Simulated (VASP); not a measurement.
Wanted: the native input for a VASP 6.6.1 run.

| Property | Result |
| --- | --- |
| Task | relaxation of cell and atoms |
| Functional | PBE |
| Potentials or basis | VASP PAW PBE potentials, release 64 (Ni, O) |
| Cutoff | 600 eV |
| k mesh | 12 × 12 × 12 |
| Occupations | gaussian, width 0.03 eV |
| Spin | collinear spin, ferromagnetic start |
| Starting moments | [2.0, 0.0] μB |
| Hubbard terms | Ni d U = 6.2 eV |
| Further INCAR settings | ALGO = Normal; EDIFF = 1e-07; AMIX = 0.2; BMIX = 0.0001; IBRION = 2; EDIFFG = -0.005; NSW = 90; ISIF = 3 |

The structure of NiO lies in POSCAR:

```
NiO                                     
1.0
    0.0000000000      2.0978138330      2.0978138330
    2.0978138330      0.0000000000      2.0978138330
    2.0978138330      2.0978138330     -0.0000000000
  Ni              O             
     1     1
Direct
     0.0000000000000000    0.0000000000000000    0.0000000000000000
     0.5000000000000000    0.5000000000000000    0.5000000000000000
```

These files were run (other wordings do the same):

INCAR

```
PREC     = Accurate       # precision mode
ENCUT    = 600            # plane-wave cutoff, eV
EDIFF    = 1E-7           # SCF threshold, eV
ISMEAR   = 0              # smearing method
SIGMA    = 0.03           # smearing width, eV
LREAL    = False          # projectors in reciprocal space
LASPH    = True           # aspherical terms in the spheres
NELM     = 150            # most SCF steps
ALGO     = Normal         # electronic algorithm
ISIF     = 3              # what is computed and relaxed
LWAVE    = False          # write WAVECAR
LCHARG   = False          # write CHGCAR
ISPIN    = 2              # spin polarisation
MAGMOM   = 2 0            # initial moments
LORBIT   = 11             # projections on sites
LMAXMIX  = 4              # l up to which the mixer works
LDAU     = True           # DFT+U
LDAUTYPE = 2            
LDAUL    = 2 -1           # shell
LDAUU    = 6.2 0          # U, eV
LDAUJ    = 0 0          
LDAUPRINT= 1            
GGA      = PE             # functional
IBRION   = 2              # ionic algorithm
NSW      = 90             # ionic steps
EDIFFG   = -0.005         # ionic threshold
AMIX     = 0.2          
BMIX     = 1E-4         
AMIX_MAG = 0.8          
BMIX_MAG = 1E-4
```

KPOINTS

```
regular mesh
0
Gamma
  12 12 12
```

Potentials or basis: VASP PAW PBE potentials, release 64 (Ni, O).

Command:

```console
$ cat potpaw_PBE.64/Ni/POTCAR potpaw_PBE.64/O/POTCAR > POTCAR
$ mpirun -np 1 vasp_std > vasp.out
```

Results of the run:

```yaml
Pressure_after_relaxing: 0.0 GPa
Band_gap_on_the_k_mesh: 2.55 eV, indirect (least direct gap 3.19 eV)
Net_moment: 2.00 μB per cell
Site_moments: Ni +1.82; O +0.17 μB
Valence_electrons_inside_the_program's_atomic_spheres: Ni 8.97; O 5.02
```

Caveat: the relaxation stopped at its first step, so nothing moved; a cell with one magnetic atom can't hold antiferromagnetic order, which such compounds often take.

It took 18 s on 1 thread of Intel(R) Xeon(R) 6975P-C (Granite Rapids) (shared host), peak memory 0.17 GiB.
